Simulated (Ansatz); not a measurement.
Si:

```xyz
2
Lattice="0.0000 2.7219 2.7219 2.7219 0.0000 2.7219 2.7219 2.7219 0.0000" Properties=species:S:1:pos:R:3 pbc="T T T"
Si    2.7219    2.7219    2.7219
Si    4.0828    4.0828    4.0828
```

Base run:

```yaml
Program: Ansatz 0.2.0
Functional: PBE0
Potentials_or_basis: all-electron PAW datasets made for the crystal
Cutoff: 200 eV (chosen from the basis error)
k_mesh: 6 × 6 × 6
Occupations: fermi-dirac, width 0.05 eV
Spin: no spin polarisation
```

Its results: band gap on the k mesh 1.95 eV, indirect (least direct gap 3.97 eV); pressure -0.4 GPa.

The run is repeated on the same cell with these changes: functional from PBE0 to HSE06. What comes out?

Band gap on the k mesh 1.30 eV, indirect (least direct gap 3.31 eV); pressure -0.2 GPa.

A k mesh can miss the band edges.
